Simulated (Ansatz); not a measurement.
# Cu(100) film, 3 layers, adrow N: surface scattering, part 2 of 2

Wanted: the relaxed structure and the transmission of Cu(100) film, 3 layers, adrow N.

Ansatz 0.2.0; Ansatz plane-wave DFT, PBE, PAW files; relaxation of the atoms about the surface defect; PAW set soft_1 (the session's first sound run).

So far. Step 2 (Relaxing about the defect): The largest force component on a free atom ends at 0.0048 eV/Å, under the tolerance of 0.03, after 8 steps.

## 3. Transmission along the film

The film far from the defect is the lead. The first vector holds vacuum and takes one k-point. Energies from -0.05 to 0.05 eV in steps of 0.05 eV are too few for the program's thermal sum, so it prints no conductance; for a metal the transmission near the Fermi level serves, at a fraction of the cost.

This step: Ansatz plane-wave DFT, PBE, PAW files; ballistic transport by layer matching (Landauer), zero bias; PAW set soft_1 (Ansatz 0.2.0).

input.yaml

```yaml
crystal:
  lattice:
    - [16.42244, 0.0, 0.0]
    - [0.0, 2.5561627297, 0.0]
    - [0.0, 0.0, 35.7862782161]
  atoms:
    - { symbol: Cu, position: [0.2740153108, 0.0, 0.0] }
    - { symbol: Cu, position: [0.3840769094, 0.5, 0.0357142857] }
    - { symbol: Cu, position: [0.494138508, 0.0, 0.0] }
    - { symbol: Cu, position: [0.2740153108, 0.0, 0.0714285714] }
    - { symbol: Cu, position: [0.3840769094, 0.5, 0.1071428571] }
    - { symbol: Cu, position: [0.494138508, 0.0, 0.0714285714] }
    - { symbol: Cu, position: [0.2740153108, 0.0, 0.1428571429] }
    - { symbol: Cu, position: [0.3840769094, 0.5, 0.1785714286] }
    - { symbol: Cu, position: [0.494138508, 0.0, 0.1428571429] }
    - { symbol: Cu, position: [0.2740153108, 0.0, 0.2142857143] }
    - { symbol: Cu, position: [0.3840769094, 0.5, 0.25] }
    - { symbol: Cu, position: [0.494138508, 0.0, 0.2142857143] }
    - { symbol: Cu, position: [0.2740153108, 0.0, 0.2857142857] }
    - { symbol: Cu, position: [0.3840769094, 0.5, 0.3214285714] }
    - { symbol: Cu, position: [0.494138508, 0.0, 0.2857142857] }
    - { symbol: Cu, position: [0.2740153108, 0.0, 0.3571428571] }
    - { symbol: Cu, position: [0.3817356116, 0.5, 0.3918941752] }
    - { symbol: Cu, position: [0.4922109511, 0.0, 0.3562238798] }
    - { symbol: Cu, position: [0.2740153108, 0.0, 0.4285714286] }
    - { symbol: Cu, position: [0.3821359457, 0.5, 0.4630756279] }
    - { symbol: Cu, position: [0.4906115541, 0.0, 0.4258436874] }
    - { symbol: Cu, position: [0.2740153108, 0.0, 0.5] }
    - { symbol: Cu, position: [0.3829282705, 0.5, 0.53556587] }
    - { symbol: Cu, position: [0.4974395344, 0.0, 0.495230827] }
    - { symbol: Cu, position: [0.2740153108, 0.0, 0.5714285714] }
    - { symbol: Cu, position: [0.3825170136, 0.5, 0.6079521531] }
    - { symbol: Cu, position: [0.4977467463, 0.0, 0.5754205146] }
    - { symbol: Cu, position: [0.2740153108, 0.0, 0.6428571429] }
    - { symbol: Cu, position: [0.3840769094, 0.5, 0.6785714286] }
    - { symbol: Cu, position: [0.4924315631, 0.0, 0.6446623704] }
    - { symbol: Cu, position: [0.2740153108, 0.0, 0.7142857143] }
    - { symbol: Cu, position: [0.3840769094, 0.5, 0.75] }
    - { symbol: Cu, position: [0.494138508, 0.0, 0.7142857143] }
    - { symbol: Cu, position: [0.2740153108, 0.0, 0.7857142857] }
    - { symbol: Cu, position: [0.3840769094, 0.5, 0.8214285714] }
    - { symbol: Cu, position: [0.494138508, 0.0, 0.7857142857] }
    - { symbol: Cu, position: [0.2740153108, 0.0, 0.8571428571] }
    - { symbol: Cu, position: [0.3840769094, 0.5, 0.8928571429] }
    - { symbol: Cu, position: [0.494138508, 0.0, 0.8571428571] }
    - { symbol: Cu, position: [0.2740153108, 0.0, 0.9285714286] }
    - { symbol: Cu, position: [0.3840769094, 0.5, 0.9642857143] }
    - { symbol: Cu, position: [0.494138508, 0.0, 0.9285714286] }
    - { symbol: "N", position: [0.5105639583, 0.5, 0.5353163907] }
kpoints:
  mp_grid: { grid: [1, 12, 1] }
hamiltonian:
  xc: pbe
  pseudopotentials: { kind: paw, azcp: { folder: soft_1 } }
scf:
  occupations: { method: fermi_dirac, width: 0.1 }
output:
  transmission: { leads: [[0, 3]], kmesh: [1, 24], e_range: [-0.05, 0.05], de: 0.05 }
  write_potential: true
  write_density: true
  volumetric_format: npy
  elf: true
```

On the command line:

```console
$ ansatz run input.yaml --threads 8 --pin off --max-ram 15360MiB --backend cpu --events-out ev --progress --plain --runs-dir out
```

Numbers of over 12 decimals in the logs are rounded to 6 here.

Log:

```text
[...]
Crystal: 43 atoms, lattice volume = 1502.252 Å³
Basis set: ecut = 420 eV, 29425 PW (Γ)
Bands: 482, of which v1, the nominal top of the filled ones, is band 402 counted from 1 (401 counted from 0)
Symmetry: 2 space group operations
[...]
k-points: 7 of 12
[...]
SCF iter   1: F=—  HF=-278658.452140 eV  |F-HF|=—  |Δ(HF+E_count)|=         —  Δρ=1.43e-1  dr2=1.98e2  ethr=3.10e-3  ⟨swp⟩=7.6  Hψ=14122  notcnv=0  defer=133
[...]
SCF iter  16: F=-278623.460953 eV  HF=-278623.460953 eV  |F-HF|=1.20e-7  |Δ(HF+E_count)|=   7.86e-8  Δρ=1.26e-6  dr2=2.31e-8  ethr=1.25e-11  ⟨swp⟩=16.6  Hψ=15380  notcnv=0
SCF 1 converged in 16 iterations: F = -278623.460953 eV  dr2 = 2.31e-8
[...]
transmission: 88 of 780 steps passed
transmission: 160 of 780 steps passed
[...]
transmission: 780 of 780 steps passed
WARN: The output density's exchange-correlation potential varies sharply where the density is thin. Do not read a vacuum level from v_tot or v_xc, or from such a field of the output density. On a cell that repeats whose density bears no net charge and no dipole along the vacuum's axis use v_es (v_loc + v_h of the components); under efield.dipole_correction with no amplitude use v_es + v_field, which holds any externa [...]
SCF converged after 16 iterations
Free energy (F): -278623.460953 eV
[...]
Internal energy: -278622.925677 eV  (E = F + TS)
E sigma→0 (E₀):  -278623.193315 eV
Entropy (-TS):   -0.535276 eV (-12.448 meV/atom)
Fermi energy:    2.418446 eV
[...]
--- Band table (eV; the first three rows and the last of 7) ---
  k-point 0: bands = [... 398 lower, 1.0321, 1.0439, 1.0446, 1.1734, 1.3178, 1.4940, 1.5169, 1.5427, ... 76 higher]
  k-point 1: bands = [... 398 lower, 1.0907, 1.2154, 1.2789, 1.4549, 1.4764, 1.7091, 1.7697, 1.8921, ... 76 higher]
  k-point 2: bands = [... 398 lower, 1.4155, 1.5883, 1.6346, 1.8924, 1.9123, 2.2935, 2.3202, 2.4375, ... 76 higher]
  k-point 6: bands = [... 398 lower, 3.3033, 3.5182, 3.6399, 3.6911, 3.7523, 3.9117, 4.0953, 4.2908, ... 76 higher]
--- Transmission ---
  basis      : 375 plane waves across, 60 finite elements along
  points     : 13, standing for a mesh of 1 x 24
  energies   : 3 from -0.050000 to 0.050000 eV about the Fermi level, 0.050000 eV apart; the leads are filled to 0.000000 eV, and channels, transmission and decay are at 0.000000 eV
  crystal 0  : Cu3, at the sites [0, 3], period 2.5562 Å, over 23.86 Å; its Hamiltonian steps by up to 8.6 meV
    offset         : up to 0.0000 Å between an atom of the period and one for which it stands
    channels       : 2.291667e0 a spin
    conductance    : none, the energies end too early or step too widely for 300 K: set another output.transmission.e_range or a lower de, or, where they end at an eighth of basis.ecutwfc, a higher one
  junction   : crystal 0 to crystal 0, 0.64 to 33.87 Å
    transmission   : 1.353672e0 a spin
[...]
```

It took 17 min on 8 threads of Arm Neoverse N1, shared host; peak memory 11 GiB; 2 h of CPU time.

Reading the cycles: dr2 is the Hartree energy of the density residual (eV), the measure of convergence; HF is the Harris–Foulkes estimate of the energy, which meets the free energy F at convergence.

Numbers from this step:

| Quantity | Value |
| --- | --- |
| free energy | -278623.4610 eV |
| energy at zero smearing | -278623.1933 eV |
| Fermi energy | 2.418 eV |
| cell area | 41.98 Å² |
| transmission per spin nearest the Fermi level | 1.354 |
| open channels per spin nearest the Fermi level | 2.292 |
| step of the lead's potential | 8.6 meV |

Per spin. Transmission, zone mean against energy, zero at the Fermi level:

```tsv
energy (eV)	transmission, zone mean
-0.0500	1.32
0.0000	1.35
0.0500	1.42
```

Per spin. Table of open channels, zone mean, lead by energy, zero at the Fermi level:

```tsv
energy (eV)	open channels, zone mean, lead
-0.0500	2.21
0.0000	2.29
0.0500	2.29
```

Electrostatic potential energy in the ca plane at fractional y = 0.500, with atoms of Cu and N within 0.2 Å of it. With pseudopotentials it is smooth inside the atoms' cores, unlike the true potential.

Values in eV, 13 rows by 16 columns, each cell a mean:
```
  7   7   7   7   7   7   7   7   7   7   7   7   7   7   7   7
  7   7   7   7   7   7   7   7   7   7   7   7   7   7   7   7
  7   7   7   7   7   7   7   7   7   7   7   7   7   7   7   7
  7   7   7   7   7   7   7   7   7   7   7   7   7   7   7   7
  7   7   7   7   7   7   7   7   7   7   7   7   7   7   7   7
  6   7   6   7   6   6   6   6   1   4   6   7   6   6   6   6
  4   5   3   5   3   4   5   2 -19 -10   3   5   3   4   4   3
-11 -22   0 -22  -9  -8 -22   1 -20 -13  -4 -24  -2 -17 -17  -2
 -7 -16   1 -18  -7  -6 -18   1 -15 -10  -2 -19  -1 -12 -12   0
  4   5   3   5   4   4   5   3   5   4   3   5   3   5   5   3
  6   7   6   7   6   6   7   6   6   6   6   7   6   7   7   6
  7   7   7   7   7   7   7   7   7   7   7   7   7   7   7   7
  7   7   7   7   7   7   7   7   7   7   7   7   7   7   7   7
```
Columns run along c (16.0 Å, from fractional 0.29 to 0.74 of the cell; values clipped at the 3rd and 97th percentile), rows up along a (16.4 Å). Atoms in or near the plane, at fractional coordinates: Cu at (0.32, 0.38), Cu at (0.39, 0.38), Cu at (0.46, 0.38), Cu at (0.54, 0.38), Cu at (0.61, 0.38), Cu at (0.68, 0.38), N at (0.54, 0.51).

ELF in the ca plane at fractional y = 0.500, with atoms of Cu and N within 0.2 Å of it. It is the smooth field of the valence electrons, not physical close to the nuclei.

Ten even steps from '0' (0.00) to '9' (0.81), each cell a mean:
```
00000000000000000000000000000000000000000000
00000000000000000000000000000000000000000000
00000000000000000000000000000000000000000000
00000000000000000000000000000000000000000000
00000000000000000000000000000000000000000000
00000000000000000000000000000000000000000000
00000000000000000000000000000000000000000000
00000000000000000000000000000000000000000000
00000000000000000000000000000000000000000000
11111111111111111110012443210111111111111111
22222222222222222222237999632222222222222222
23333222333322223332249748832233322223332222
33333323333332233333236888522333332233333223
22222233222223222222222222222222223322222332
21462122146222214621221463122136312213731221
22222232222222222222222222222222222222222222
33222333322233332223333333333322233332223333
23333222333322233333223333322333322223332222
22222222222222222222222222222222222222222222
11111111111111111111111111111111111111111111
00000000000000000000000000000000000000000000
00000000000000000000000000000000000000000000
00000000000000000000000000000000000000000000
00000000000000000000000000000000000000000000
```
Columns run along c (16.0 Å, from fractional 0.29 to 0.74 of the cell), rows up along a (16.4 Å). Atoms in or near the plane, at fractional coordinates: Cu at (0.32, 0.38), Cu at (0.39, 0.38), Cu at (0.46, 0.38), Cu at (0.54, 0.38), Cu at (0.61, 0.38), Cu at (0.68, 0.38), N at (0.54, 0.51).

Valence density in the ca plane at fractional y = 0.500, with atoms of Cu and N within 0.2 Å of it. It is the smooth field of the valence electrons, not physical close to the nuclei.

Ten steps, logarithmic in the rise over the least value, from '0' (0 e/Å³) to '9' (43 e/Å³), each cell a mean:
```
00000000000000000000000000000000000000000000
00000000000000000000000000000000000000000000
00000000000000000000000000000000000000000000
00000000000000000000000000000000000000000000
00000000000000000000000000000000000000000000
00000000000000000000000000000000000000000000
00000000000000000000000000000000000000000000
00000000000000000000000000000000000000000000
00000000000000000000000000000000000000000000
00000000000000000000000000000000000000000000
00000000000000000000001221100000000000000000
00000000000000000000112444210000000000000000
00000010000001000000011232110000000000000000
01342100133210013321001332100123210013421001
14897211489621148962113897211379731137973113
12564101256410125641012564100246521124641111
00000000000000000000000000000000000000000000
00000000000000000000000000000000000000000000
00000000000000000000000000000000000000000000
00000000000000000000000000000000000000000000
00000000000000000000000000000000000000000000
00000000000000000000000000000000000000000000
00000000000000000000000000000000000000000000
00000000000000000000000000000000000000000000
```
Columns run along c (16.0 Å, from fractional 0.29 to 0.74 of the cell), rows up along a (16.4 Å). Atoms in or near the plane, at fractional coordinates: Cu at (0.32, 0.38), Cu at (0.39, 0.38), Cu at (0.46, 0.38), Cu at (0.54, 0.38), Cu at (0.61, 0.38), Cu at (0.68, 0.38), N at (0.54, 0.51).

Over the solved energies the transmission per spin lies between 1.32 and 1.42, out of 2.26 channels of the lead on average (up to 2.29).

## 4. Share that passes

This step: Ansatz plane-wave DFT, PBE, PAW files; ballistic transport by layer matching (Landauer), zero bias; share of the film's channels that pass the defect (the area holds the vacuum); PAW set soft_1 (Ansatz 0.2.0).

This step gave:

| Quantity | Value |
| --- | --- |
| T over the leads' mean channel count | 0.6021 |

Averaged over the energies near the Fermi level, 60.2 % of the channels pass.

## 5. What came out

```yaml
share_of_the_film_s_channels_that_pass: 0.602
```

What this shows: 60 % of the film's channels pass the defect. The film is 3 layers thick, so the defect disturbs a good part of its section. It runs straight across the current without end, so the wavevector along it is kept. Only atoms near the defect are relaxed, while the rest of the face keeps bulk spacings, so part of the reflection may come from that relaxed patch.

[Logs are printed without paths, hosts, clocks, repeated set-up lines and the standing remarks that a program may print on its own settings, such as how far it seeks lower states.]

[Hosts, paths, dates, database ids (printed as entryN), source tags and the programs' standing remarks are cut or masked in the printed files.]
